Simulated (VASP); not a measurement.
# Settings for C: energy to pull the layers apart

C, P6_3/mmc (no. 194), 4 atoms in the cell. RVV10; PAW potentials C (PBE set). VASP 6.6.1.

Wanted: separation energy at the given spacing within 0.2 meV/Å²; stress along the normal within 0.05 GPa.

The series start from Width added to each gap for the separated layers (Å): 8; ENCUT (eV): 520; k spacing (1/Å): 0.4; PREC: Accurate; LASPH: yes; EDIFF (eV): 1e-7; ALGO: Normal. Each series keeps the choices made before it, and each single choice may use up half of a tolerance. Times cover all steps of a run.

## Width added to each gap for the separated layers (Å)

| Width added to each gap for the separated layers (Å) | Separation energy at the given spacing (meV/Å²) | Stress along the normal (GPa) | Time (s) |
|---|---|---|---|
| 3 | 24.01 | -0.209 | 62 |
| 5 | 25.99 | -0.209 | 98 |
| 8 | 26.64 | -0.209 | 127 |
| 12 | 26.82 | -0.209 | 190 |
| 16 (reference) | 26.86 | -0.209 | 236 |

Chosen: 12, the loosest value from which every tighter one stays within half of the tolerance.

## ENCUT (eV)

| ENCUT (eV) | Separation energy at the given spacing (meV/Å²) | Stress along the normal (GPa) | Time (s) |
|---|---|---|---|
| 300 | 27.53 | -20.521 | 66 |
| 350 | 27.05 | -8.183 | 118 |
| 400 | 26.69 | -2.749 | 118 |
| 450 | 26.84 | -0.670 | 190 |
| 520 | 26.82 | -0.209 | 190 |
| 600 | 26.84 | -0.481 | 276 |
| 700 | 26.82 | -0.527 | 408 |
| 800 | 26.80 | -0.319 | 423 |
| 900 | 26.81 | -0.156 | 464 |
| 1000 | 26.81 | -0.123 | 646 |
| 1200 (reference) | 26.82 | -0.167 | 715 |

Chosen: 1200; the next looser run is off by more than half of the tolerance, so convergence isn't shown beyond this value.

## k spacing (1/Å)

| k spacing (1/Å) | Separation energy at the given spacing (meV/Å²) | Stress along the normal (GPa) | Time (s) |
|---|---|---|---|
| 0.8 | 25.96 | 0.302 | 730 |
| 0.55 | 28.88 | -0.378 | 771 |
| 0.4 | 26.82 | -0.167 | 715 |
| 0.3 | 26.12 | 0.164 | 719 |
| 0.22 (reference) | 26.50 | -0.014 | 751 |

Chosen: 0.22; the next looser run is off by more than half of the tolerance, so convergence isn't shown beyond this value.

## All choices together

| Input | Separation energy at the given spacing (meV/Å²) | Stress along the normal (GPa) | Time (s) |
|---|---|---|---|
| program defaults, coarse mesh (naive) | 25.70 | -2.503 | 27 |
| chosen settings | 26.50 | -0.014 | 751 |
| reference settings throughout | 26.54 | -0.014 | 987 |

The chosen settings stay within the tolerance of the reference run, but the reference itself isn't shown to be converged in: ENCUT (eV), k spacing (1/Å), EDIFF (eV).

## The input

INCAR:
```
SYSTEM = C
ALGO = Normal ; BPARAM = 6.3
CPARAM = 0.0093 ; EDIFF = 1E-7
ENCUT = 1200 ; GGA = ML
GGA_COMPAT = .FALSE. ; ISIF = 2
ISMEAR = 0 ; IVDW_NL = 2
KPAR = 4 ; LASPH = .TRUE.
LCHARG = .FALSE. ; LREAL = .FALSE.
LUSE_VDW = .TRUE. ; LWAVE = .FALSE.
NELM = 150 ; PREC = Accurate
SIGMA = 0.02
```

KPOINTS.step1:
```
Automatic mesh
0
Gamma
  14 14 5
  0 0 0
```

KPOINTS.step2:
```
Automatic mesh
0
Gamma
  14 14 1
  0 0 0
```

POSCAR.step1:
```
C
1.0
    2.4610000000      0.0000000000      0.0000000000
   -1.2305000000      2.1312885187      0.0000000000
    0.0000000000      0.0000000000      6.7080000000
C
4
Direct
    0.0000000000      0.0000000000      0.2500000000
    0.0000000000      0.0000000000      0.7500000000
    0.3333333330      0.6666666670      0.2500000000
    0.6666666670      0.3333333330      0.7500000000
```

POSCAR.step2:
```
C
1.0
    2.4610000000      0.0000000000      0.0000000000
   -1.2305000000      2.1312885187      0.0000000000
    0.0000000000      0.0000000000     30.7080000000
C
4
Direct
    0.0000000000      0.0000000000      0.0546111760
    0.0000000000      0.0000000000      0.5546111760
    0.3333333330      0.6666666670      0.0546111760
    0.6666666670      0.3333333330      0.5546111760
```

Commands (each step's output is kept before the next begins):
```
cat potpaw_PBE.64/C/POTCAR > POTCAR
cp KPOINTS.step1 KPOINTS
cp POSCAR.step1 POSCAR
mpirun -np 4 vasp_std > vasp.out
rm WAVECAR CHG
cp KPOINTS.step2 KPOINTS
cp POSCAR.step2 POSCAR
mpirun -np 4 vasp_std > vasp.out
```

The chosen input took VASP 6.6.1 751 s on 4 cores (Intel Xeon Platinum 8559C (Emerald Rapids)), a shared host.

## An input that fails: ENCUT 150

It runs to its end, but against the unchanged starting input it is off by 10.42 meV/Å² in the separation energy at the given spacing, 112.146 GPa in the stress along the normal.

Changes against the starting input:
```
(all steps)
- ENCUT = 520
+ ENCUT = 150
```
